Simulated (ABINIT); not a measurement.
The system is Ti.

```
Ti
1.0
     4.56737    0.00000    0.00000
    -2.28369    3.95546    0.00000
     0.00000    0.00000    2.82624
Ti
3
Direct
  0.66667 0.33333 0.50000
  0.33333 0.66667 0.50000
  0.00000 0.00000 0.00000
```

This isn't the form of Ti at room conditions, which is hcp.

- Program: ABINIT 10.8.3 (patched build)
- Task: relaxation of cell and atoms
- Functional: PBE
- Dispersion: D3(BJ)
- Potentials or basis: JTH PAW PBE v2.0
- Cutoff: 408 eV
- k mesh: 7 × 7 × 9
- Occupations: fermi-dirac, width 0.05 eV
- Spin: no spin polarisation

At the start: pressure -5.0 GPa; volume 17.02 Å³/atom.

Question: How do energy, volume and symmetry change on relaxing?

Answer: Over 4 steps the energy falls by 12.1 meV/atom and the volume is 16.28 Å³/atom (-4.3 %); space group P6/mmm (No. 191, to 0.05 Å).

The path:
```
step  energy change (eV)  largest force (eV/Å)  pressure (GPa)  volume (Å³)
   1              0.0000                0.0000           -4.97        51.06
   2             -0.0113                0.0000           -4.17        50.68
   3             -0.0360                0.0000            0.14        48.79
   4             -0.0362                0.0000            0.00        48.85
```

Final structure:
```xyz
3
Lattice="4.5007 0.0000 0.0000 -2.2503 3.8977 0.0000 0.0000 0.0000 2.7849" Properties=species:S:1:pos:R:3 pbc="T T T"
Ti    2.2503    1.2992    1.3924
Ti    0.0000    2.5985    1.3924
Ti    0.0000    0.0000    0.0000
```

Caveat: the log and the count of SCF iterations are those of the last ABINIT call alone; pairwise dispersion overbinds metals, which lowers pressure and volume.
